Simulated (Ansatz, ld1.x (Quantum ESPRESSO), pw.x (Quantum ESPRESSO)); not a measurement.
Ce (sc): variants of one TM potential in the solid

ld1.x (Quantum ESPRESSO) 7.5 input, shortened:

```
&input
   title='Ce', zed=58., rel=1, dft='PBESOL', iswitch=3,
   config='[Xe] 4f1 5d1 6s2 6p0'
 /
 &inputp
   pseudotype=2, tm=.true., lloc=0,
   nlcc=.false.
 /
4
6P  2  1   0.00   0.00  4.20  4.20  0.0
5D  3  2   1.00   0.00  3.20  3.20  0.0
4F  4  3   1.00   0.00  1.80  1.80  0.0
6S  1  0   2.00   0.00  3.05  3.05  0.0
 &test
   configts(1)='4f1 5d1 6s2 6p0'
 /
```

Crystal test: sc Ce in pw.x 7.5, no spin, 11³ k-points, Fermi–Dirac smearing 0.01 Ry, cutoffs set for each file from its atomic test. The reference is all-electron LAPW (Ansatz 0.2.0) with the same functional, mesh and smearing; V0 and B0 come from Birch–Murnaghan fits to the pressures at five volumes. Errors are pseudo minus all-electron; Δ is the rms difference of the E(V) curves that follow from these fits, minima aligned, over ±6 % about the mean V0. Mesh and smearing are coarse, so the numbers serve the comparison and aren't converged zero-temperature values; the lattice is a test structure that the element need not adopt. Spin polarisation and strong correlation are left out, which matters for this element.

All-electron: a0 = 2.841 Å (V0 = 22.94 Å³/atom), B0 = 68.0 GPa.

Base: The largest radius (4.20 bohr) exceeds half the bond length (2.70 bohr), so the spheres overlap, which is one possible source of error among others. This is a poor potential for the solid. Atomic configuration tests: 1 of 7 tests not solved or not reliable. The logarithmic derivative shows an extra or strongly shifted pseudo pole above the reference energy (s near 1.55 Ry).

A dash in a converged row means that the minimum lies outside the volumes sampled.

| change | cutoffs (Ry) | pw.x | mean pressure error (GPa) |
| --- | --- | --- | --- |
| base | 145/580 | converged | -8.86 |
| wave 5d (bound): rc 3.20 bohr becomes 5d (bound): rc 2.36 bohr | 145/580 | converged | -8.84 |
| wave 5d (bound): rc 3.20 bohr becomes 5d (bound): rc 2.82 bohr | 145/580 | converged | -8.77 |
| wave 5d (bound): rc 3.20 bohr becomes 5d (bound): rc 3.54 bohr | 145/580 | converged | -9.19 |
| wave 5d (bound): rc 3.20 bohr becomes 5d (bound): rc 4.70 bohr | 145/580 | converged | -17.57 |

Give the row for: wave 5d (bound): rc 3.20 bohr becomes 5d (bound): rc 4.04 bohr.

pw.x: converged; mean pressure error (GPa): -10.57.
